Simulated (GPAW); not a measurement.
# Au (Fm-3m) in GPAW: further runs

One crystal, Au, is run at these levels: PBE; tasks: single point.

Everything below comes from runs of GPAW 26.7.0. Logs are shortened: lines on timing, memory, paths and dates and some standing lists are left out, and cuts for length are marked. The log counts tension as positive stress, the text compression.

## Step 1: Starting point

It takes space group Fm-3m (No. 225, cubic). Conventional cell: a = 4.070 Å, b = 4.070 Å, c = 4.070 Å, α = 90.00°, β = 90.00°, γ = 90.00°. Around Au (site symmetry m-3m) lie 12 Au at 2.88 Å.

## Step 2: Single point, PBE

File run.py:

```python
from ase import Atoms
from ase.dft.bandgap import bandgap
from ase.io import write
from ase.units import GPa
from gpaw import GPAW, PW

atoms = Atoms(['Au'],
              cell=[[0.0, 2.035, 2.035],
                    [2.035, 0.0, 2.035],
                    [2.035, 2.035, 0.0]],
              scaled_positions=[[0.0, 0.0, 0.0]],
              pbc=True)

calc = GPAW(mode=PW(600),
            xc='PBE',
            kpts={'size': (6, 6, 6), 'gamma': True},
            occupations={'name': 'fermi-dirac', 'width': 0.05},
            nbands=14,
            convergence={'density': 1e-05, 'energy': 1e-05},
            maxiter=50,
            txt='gpaw.txt')
atoms.calc = calc
energy = atoms.get_potential_energy()
forces = atoms.get_forces()
stress = atoms.get_stress()
calc.write('gs.gpw')
write('result.traj', atoms)
print(f'Energy: {energy:.6f} eV')
print('Forces (eV/A):')
print(forces.round(4))
print('Stress (GPa):', (stress / GPa).round(3))
print('Fermi level:', round(calc.get_fermi_level(), 4), 'eV')
print(f'Gap: {bandgap(calc)[0]:.4f} eV, direct: {bandgap(calc, direct=True)[0]:.4f} eV')
```

Potentials or basis: GPAW PAW data sets (gpaw-data 1.2.1), pw.

Launch:

```bash
> OMP_NUM_THREADS=1 python run.py
```

gpaw.txt:

```text
__  _  _
 | _ |_)|_||  |
 |__||  | ||/\| - 26.7.0

Input parameters:
  mode=PW(ecut=600.0),
  convergence={'density': 1e-05, 'energy': 1e-05},
  kpts=MonkhorstPack(size=(6, 6, 6), gamma=True),
  maxiter=50,
  nbands=14,
  occupations=Occupations(name='fermi-dirac', width=0.05),
  xc=XC(name='PBE')

Diagonalizing LCAO Hamiltonian
Converting LCAO to pw mode

       Au

Atoms  # Å, Bohr magnetons
|   | symbol |        x |        y |        z |    initial magnetic moments |
|---|--------|----------|----------|----------|-----------------------------|
| 0 |     Au | 0.000000 | 0.000000 | 0.000000 | ( 0.0000,  0.0000,  0.0000) |

Unit cell  # Å
| periodic |        x |        y |        z |  lengths |    angles |
|----------|----------|----------|----------|----------|-----------|
|      yes | 0.000000 | 2.035000 | 2.035000 | 2.877925 | 60.000000 |
|      yes | 2.035000 | 0.000000 | 2.035000 | 2.877925 | 60.000000 |
|      yes | 2.035000 | 2.035000 | 0.000000 | 2.877925 | 60.000000 |

Number of symmetries: 48
Symmetry operations  # r_c * U_cc + t_c -> r_c
|    | kind |            matrix            |
|----|------|------------------------------|
|  0 |  σ   |  1, 0, 0,  1, 0,-1,  1,-1, 0 |
|  1 |  C2  |  1, 0, 0,  1,-1, 0,  1, 0,-1 |
|  2 |  E   |  1, 0, 0,  0, 1, 0,  0, 0, 1 |
|  3 |  σ   |  1, 0, 0,  0, 0, 1,  0, 1, 0 |
|  4 |  C4  |  1, 0,-1,  1, 0, 0,  1,-1, 0 |
|  5 |  S6  |  1, 0,-1,  1,-1, 0,  1, 0, 0 |
|  6 |  σ   |  1, 0,-1,  0, 1,-1,  0, 0,-1 |
|  7 |  C3  |  1, 0,-1,  0, 0,-1,  0, 1,-1 |
|  8 |  S6  |  1,-1, 0,  1, 0, 0,  1, 0,-1 |
|  9 |  C4  |  1,-1, 0,  1, 0,-1,  1, 0, 0 |
| 10 |  C3  |  1,-1, 0,  0,-1, 1,  0,-1, 0 |
| 11 |  σ   |  1,-1, 0,  0,-1, 0,  0,-1, 1 |
| 12 |  σ   |  0, 1, 0,  1, 0, 0,  0, 0, 1 |
| 13 |  C4  |  0, 1, 0,  0, 1,-1, -1, 1, 0 |
| 14 |  C3  |  0, 1, 0,  0, 0, 1,  1, 0, 0 |
| 15 |  S6  |  0, 1, 0, -1, 1, 0,  0, 1,-1 |
| 16 |  C2  |  0, 1,-1,  1, 0,-1,  0, 0,-1 |
| 17 |  σ   |  0, 1,-1,  0, 1, 0, -1, 1, 0 |
| 18 |  S4  |  0, 1,-1,  0, 0,-1,  1, 0,-1 |
| 19 |  C4  |  0, 1,-1, -1, 1, 0,  0, 1, 0 |
| 20 |  C3  |  0, 0, 1,  1, 0, 0,  0, 1, 0 |
| 21 |  σ   |  0, 0, 1,  0, 1, 0,  1, 0, 0 |
| 22 |  S6  |  0, 0, 1,  0,-1, 1, -1, 0, 1 |
| 23 |  C4  |  0, 0, 1, -1, 0, 1,  0,-1, 1 |
| 24 |  S4  |  0, 0,-1,  1, 0,-1,  0, 1,-1 |
| 25 |  C3  |  0, 0,-1,  0, 1,-1,  1, 0,-1 |
| 26 |  C2  |  0, 0,-1,  0,-1, 0, -1, 0, 0 |
| 27 |  S6  |  0, 0,-1, -1, 0, 0,  0,-1, 0 |
| 28 |  S4  |  0,-1, 1,  1,-1, 0,  0,-1, 0 |
| 29 |  C4  |  0,-1, 1,  0, 0, 1, -1, 0, 1 |
| 30 |  C2  |  0,-1, 1,  0,-1, 0,  1,-1, 0 |
| 31 |  σ   |  0,-1, 1, -1, 0, 1,  0, 0, 1 |
| 32 |  C3  |  0,-1, 0,  1,-1, 0,  0,-1, 1 |
| 33 |  S6  |  0,-1, 0,  0, 0,-1, -1, 0, 0 |
| 34 |  S4  |  0,-1, 0,  0,-1, 1,  1,-1, 0 |
| 35 |  C2  |  0,-1, 0, -1, 0, 0,  0, 0,-1 |
| 36 |  C2  | -1, 1, 0,  0, 1, 0,  0, 1,-1 |
| 37 |  S6  | -1, 1, 0,  0, 1,-1,  0, 1, 0 |
| 38 |  S4  | -1, 1, 0, -1, 0, 1, -1, 0, 0 |
| 39 |  C3  | -1, 1, 0, -1, 0, 0, -1, 0, 1 |
| 40 |  S6  | -1, 0, 1,  0, 0, 1,  0,-1, 1 |
| 41 |  C2  | -1, 0, 1,  0,-1, 1,  0, 0, 1 |
| 42 |  C3  | -1, 0, 1, -1, 1, 0, -1, 0, 0 |
| 43 |  S4  | -1, 0, 1, -1, 0, 0, -1, 1, 0 |
| 44 |  C2  | -1, 0, 0,  0, 0,-1,  0,-1, 0 |
| 45 |  i   | -1, 0, 0,  0,-1, 0,  0, 0,-1 |
| 46 |  σ   | -1, 0, 0, -1, 1, 0, -1, 0, 1 |
| 47 |  C2  | -1, 0, 0, -1, 0, 1, -1, 1, 0 |

BZ-sampling:
  Number of BZ points: 216
  Number of IBZ points: 16

  Monkhorst-Pack size: [6, 6, 6]
  Monkhorst-Pack shift: [0.08333333333333333, 0.08333333333333333, 0.08333333333333333]

K-points  # in reciprocal-cell coordinates
|     |                                coordinates |     weight |
|-----|--------------------------------------------|------------|
|   0 | (  0.00000000,   0.00000000,   0.00000000) | 0.00462963 |
|   1 | (  0.16666667,   0.16666667,   0.00000000) | 0.02777778 |
|   2 | (  0.16666667,   0.16666667,   0.16666667) | 0.03703704 |
|   3 | (  0.33333333,   0.16666667,   0.16666667) | 0.05555556 |
|   4 | (  0.33333333,   0.33333333,  -0.33333333) | 0.05555556 |
|   5 | (  0.33333333,   0.33333333,   0.00000000) | 0.02777778 |
|   6 | (  0.33333333,   0.33333333,   0.16666667) | 0.11111111 |
|   7 | (  0.33333333,   0.33333333,   0.33333333) | 0.03703704 |
|   8 | (  0.50000000,   0.33333333,  -0.33333333) | 0.11111111 |
|   9 | (  0.50000000,   0.33333333,  -0.16666667) | 0.05555556 |
| ... |                                            |            |
|  15 | (  0.50000000,   0.50000000,   0.50000000) | 0.01851852 |

Plane wave coefficients: 588
Cutoff: 600.0 eV

Spin-components: 1 (collinear spins)
Bands:           14
Projectors:      6
Spin-degeneracy: 2
Datatype:        complex128

Parallelization:
  kpt:    1
  domain: 1
  band:   1

Density:
  Valence electrons: 11.0
  Components: 1
  Grid points: [18 18 18]
  Charge: 0.0  # |e|

Potential:
  Grid points: [18 18 18]

species:
  Au:
    name:    Gold
    Z:       79.0
    valence: 11
    core:    68
    charge:  0.0  # [|e|]
    compensation charges:
      type: gauss
      rc: 0.42  # [Å]
      lmax: 2
    cutoffs:
      filter: 2.33  # [Å]
      core: 2.81  # [Å]
    projectors
    | kind |    occ | energy [eV] | rcut [Å] |
    |------|--------|-------------|----------|
    |   6s |  1.000 |      -5.728 |    1.323 |
    |   6p |  0.000 |      -0.775 |    1.323 |
    |   5d | 10.000 |      -6.891 |    1.323 |
    |    s |        |      21.484 |    1.323 |
    |    p |        |      26.436 |    1.323 |
    |    d |        |      20.321 |    1.323 |

    Using partial waves for Au as LCAO basis

Reference energy: -516598.271109  # eV

eigensolver:
  PPCG
  Converge bands: occupied
  niter=2

density mixing:
  MSR1-Mixer
  Pratt-step length: 0.05
  Maximum mixing coefficient: 0.75
  Old densities: 10
  SVD Regularization: 0.005
  Good broyden scale: 1.0
  Trust region scale: 1.0
  Backstep threshold: 4.0
  History deletion threshold: 6.0
  Fourier metric: weight=20.0, sigma=0.015

occupation numbers:
  Fermi-Dirac:
    width: 0.0500  # eV

poisson solver:
  ecut: 4800.0  # eV

xc functional:
  name: PBE with 2 nearest neighbor stencil

convergence criteria:
- Maximum integral of absolute [dens]ity change: 1e-05 electrons / valence electron
- Maximum [total energy] change in last 3 cyles: 1e-05 eV / valence electron
- Maximum integral of absolute [eigenst]ate change: 4e-08 eV^2 / valence electron
maximum number of iterations: 50

SCF iterations
|iter     | |      energy | eigst |  dens |
|---------|-|-------------|-------|-------|
|iter:   1| |   -3.316654 | -0.42 |       |
|iter:   2| |   -3.260447 | -2.84 | -1.11 |
|iter:   3| |   -3.039587 | -2.24 | -1.15 |
|iter:   4| |   -3.037095 | -4.44 | -2.06 |
|iter:   5| |   -3.036282 | -4.28 | -2.36 |
|iter:   6| |   -3.036279 | -7.02 | -3.81 |
|iter:   7| |   -3.036278c| -7.44c| -4.08 |
|iter:   8| |   -3.036278c| -8.97c| -5.21c|

Converged in 8 steps
Energy contributions relative to reference atoms: (reference = -516598.271109)

Energy contributions:
  Kinetic:          -2.898702
  Coulomb:           2.056772
  Zero:              0.150652
  External:          0.000000
  Xc:               -2.341148
  Entropy:          -0.007703
  Spinorbit:         0.000000
  ----------------------------
  Free energy:      -3.040130
  Extrapolated:     -3.036278

dipole moment: (-13.908753, -13.908753, -13.908753)  # |e|*Ang

Fermi level: 10.108
Eigenvalues  # (at kpt = [0.000, 0.000, 0.000])
| band index |      eig [eV] | occ [0-2] |
|------------|---------------|-----------|
|          0 |         0.196 |     2.000 |
|          1 |         5.402 |     2.000 |
|          2 |         5.402 |     2.000 |
|          3 |         5.402 |     2.000 |
|          4 |         6.942 |     2.000 |
|          5 |         6.942 |     2.000 |
|          6 |        25.924 |     0.000 |
|          7 |        29.784 |     0.000 |
|          8 |        29.784 |     0.000 |
|          9 |        29.784 |     0.000 |
|         10 |        33.807 |     0.000 |
|         11 |        38.244 |     0.000 |
|         12 |        38.244 |     0.000 |
|         13 |        38.244 |     0.000 |

No gap
No difference between direct/indirect transitions

Forces  # eV/Ang
|       x |       y |       z |
|---------|---------|---------|
| 0.00000 | 0.00000 | 0.00000 |  # Au   0

Stress tensor  # eV/Ang^3
|         x |         y |         z |
|-----------|-----------|-----------|
| -0.091921 | -0.000000 |  0.000000 |
| -0.000000 | -0.091921 |  0.000000 |
|  0.000000 |  0.000000 | -0.091921 |

# Writing to gs.gpw (mode='')
```

stdout:

```text
Energy: -3.036278 eV
Forces (eV/A):
[[0. 0. 0.]]
Stress (GPa): [-14.727 -14.727 -14.727   0.      0.     -0.   ]
Fermi level: 10.108 eV
Gap: 0.0000 eV, direct: 0.0000 eV
```

Run time: 4.7 s. Hardware: 1 thread of Arm Neoverse V1, shared host; peak memory 0.12 GiB.

What came out:

* Free energy: -3.0401 eV
* Pressure: 14.7 GPa
* Band gap on the k mesh: none (metal or under the smearing width)

Levels at points of the mesh, in eV from the Fermi level:
| k point | band 2 | band 3 | band 4 | band 5 | band 6 | band 7 | band 8 | band 9 | band 10 |
| --- | --- | --- | --- | --- | --- | --- | --- | --- | --- |
| (0.00, 0.00, 0.00) | -4.71 | -4.71 | -4.71 | -3.17 | -3.17 | 15.82 | 19.68 | 19.68 | 19.68 |
| (0.50, 0.50, 0.00) | -6.80 | -1.99 | -1.61 | -1.61 | 1.05 | 5.97 | 10.39 | 10.39 | 17.38 |
| (0.50, 0.50, 0.50) | -4.75 | -4.75 | -1.94 | -1.94 | -0.98 | 3.23 | 15.02 | 18.00 | 18.00 |

Caveat: the k mesh is coarse (spacing up to 0.45 Å⁻¹), so the values aren't converged; with this Au data set, volumes or pressures lay over 1.5 % or 2 GPa off other programs in two to four cells of ten. Spin-orbit coupling is left out, which matters for the levels of Au.

## Step 3: Single point, PBE

File run.py:

```python
from ase.dft.bandgap import bandgap
from ase.io import read, write
from ase.units import GPa
from gpaw import GPAW, PW

atoms = read('Au.cif')

calc = GPAW(mode=PW(340),
            xc='PBE',
            kpts={'size': (7, 7, 7), 'gamma': True},
            occupations={'name': 'fermi-dirac', 'width': 0.05},
            nbands=42,
            convergence={'density': 1e-05, 'energy': 1e-05},
            maxiter=50,
            txt='gpaw.txt')
atoms.calc = calc
energy = atoms.get_potential_energy()
forces = atoms.get_forces()
stress = atoms.get_stress()
calc.write('gs.gpw')
write('result.traj', atoms)
print(f'Energy: {energy:.6f} eV')
print('Forces (eV/A):')
print(forces.round(4))
print('Stress (GPa):', (stress / GPa).round(3))
print('Fermi level:', round(calc.get_fermi_level(), 4), 'eV')
print(f'Gap: {bandgap(calc)[0]:.4f} eV, direct: {bandgap(calc, direct=True)[0]:.4f} eV')
```

File Au.cif:

```cif
data_Au
_cell_length_a 4.07000000
_cell_length_b 4.07000000
_cell_length_c 4.07000000
_cell_angle_alpha 90.00000000
_cell_angle_beta 90.00000000
_cell_angle_gamma 90.00000000
_space_group_name_H-M_alt 'Fm-3m'
_space_group_name_Hall '-F 4 2 3'
_space_group_IT_number 225
loop_
_space_group_symop_operation_xyz
'x,y,z'
'-x,-y,-z'
'-y,x,z'
'y,-x,-z'
'-x,-y,z'
'x,y,-z'
'y,-x,z'
'-y,x,-z'
'x,-y,-z'
'-x,y,z'
'-y,-x,-z'
'y,x,z'
'-x,y,-z'
'x,-y,z'
'y,x,-z'
'-y,-x,z'
'z,x,y'
'-z,-x,-y'
'z,-y,x'
'-z,y,-x'
'z,-x,-y'
'-z,x,y'
'z,y,-x'
'-z,-y,x'
'-z,x,-y'
'z,-x,y'
'-z,-y,-x'
'z,y,x'
'-z,-x,y'
'z,x,-y'
'-z,y,x'
'z,-y,-x'
'y,z,x'
'-y,-z,-x'
'x,z,-y'
'-x,-z,y'
'-y,z,-x'
'y,-z,x'
'-x,z,y'
'x,-z,-y'
'-y,-z,x'
'y,z,-x'
'-x,-z,-y'
'x,z,y'
'y,-z,-x'
'-y,z,x'
'x,-z,y'
'-x,z,-y'
'x,y+1/2,z+1/2'
'-x,-y+1/2,-z+1/2'
'-y,x+1/2,z+1/2'
[... 62 lines left out ...]
'-z+1/2,-x,-y+1/2'
'z+1/2,-y,x+1/2'
'-z+1/2,y,-x+1/2'
'z+1/2,-x,-y+1/2'
'-z+1/2,x,y+1/2'
'z+1/2,y,-x+1/2'
'-z+1/2,-y,x+1/2'
'-z+1/2,x,-y+1/2'
'z+1/2,-x,y+1/2'
'-z+1/2,-y,-x+1/2'
'z+1/2,y,x+1/2'
'-z+1/2,-x,y+1/2'
'z+1/2,x,-y+1/2'
'-z+1/2,y,x+1/2'
'z+1/2,-y,-x+1/2'
'y+1/2,z,x+1/2'
'-y+1/2,-z,-x+1/2'
'x+1/2,z,-y+1/2'
'-x+1/2,-z,y+1/2'
'-y+1/2,z,-x+1/2'
'y+1/2,-z,x+1/2'
'-x+1/2,z,y+1/2'
'x+1/2,-z,-y+1/2'
'-y+1/2,-z,x+1/2'
'y+1/2,z,-x+1/2'
'-x+1/2,-z,-y+1/2'
'x+1/2,z,y+1/2'
'y+1/2,-z,-x+1/2'
'-y+1/2,z,x+1/2'
'x+1/2,-z,y+1/2'
'-x+1/2,z,-y+1/2'
'x+1/2,y+1/2,z'
'-x+1/2,-y+1/2,-z'
'-y+1/2,x+1/2,z'
'y+1/2,-x+1/2,-z'
'-x+1/2,-y+1/2,z'
'x+1/2,y+1/2,-z'
'y+1/2,-x+1/2,z'
'-y+1/2,x+1/2,-z'
'x+1/2,-y+1/2,-z'
'-x+1/2,y+1/2,z'
'-y+1/2,-x+1/2,-z'
'y+1/2,x+1/2,z'
'-x+1/2,y+1/2,-z'
'x+1/2,-y+1/2,z'
'y+1/2,x+1/2,-z'
'-y+1/2,-x+1/2,z'
'z+1/2,x+1/2,y'
'-z+1/2,-x+1/2,-y'
'z+1/2,-y+1/2,x'
'-z+1/2,y+1/2,-x'
'z+1/2,-x+1/2,-y'
'-z+1/2,x+1/2,y'
'z+1/2,y+1/2,-x'
'-z+1/2,-y+1/2,x'
'-z+1/2,x+1/2,-y'
'z+1/2,-x+1/2,y'
'-z+1/2,-y+1/2,-x'
'z+1/2,y+1/2,x'
'-z+1/2,-x+1/2,y'
'z+1/2,x+1/2,-y'
'-z+1/2,y+1/2,x'
'z+1/2,-y+1/2,-x'
'y+1/2,z+1/2,x'
'-y+1/2,-z+1/2,-x'
'x+1/2,z+1/2,-y'
'-x+1/2,-z+1/2,y'
'-y+1/2,z+1/2,-x'
'y+1/2,-z+1/2,x'
'-x+1/2,z+1/2,y'
'x+1/2,-z+1/2,-y'
'-y+1/2,-z+1/2,x'
'y+1/2,z+1/2,-x'
'-x+1/2,-z+1/2,-y'
'x+1/2,z+1/2,y'
'y+1/2,-z+1/2,-x'
'-y+1/2,z+1/2,x'
'x+1/2,-z+1/2,y'
'-x+1/2,z+1/2,-y'
loop_
_atom_site_label
_atom_site_type_symbol
_atom_site_symmetry_multiplicity
_atom_site_Wyckoff_symbol
_atom_site_fract_x
_atom_site_fract_y
_atom_site_fract_z
_atom_site_occupancy
Au1 Au 4 a 0.0000000000 0.0000000000 0.0000000000 1
```

Potentials or basis: GPAW PAW data sets (gpaw-data 1.2.1), pw.

Launch:

```bash
> OMP_NUM_THREADS=1 python run.py
```

Run time: 12 s. Hardware: 1 thread of AMD EPYC 9R14 (Zen 4), shared host; peak memory 0.15 GiB.

The run converged, but some of its settings lie outside the range that counts as converged, so its numbers aren't taken as properties of the crystal.

What came out:

```
Free energy            : -12.2819 eV
Pressure               : 12.8 GPa
Band gap on the k mesh : none (metal or under the smearing width)
```

Caveat: with this Au data set, volumes or pressures lay over 1.5 % or 2 GPa off other programs in two to four cells of ten; the cutoff is short for stress and forces, so pressures can be off by a GPa or more.
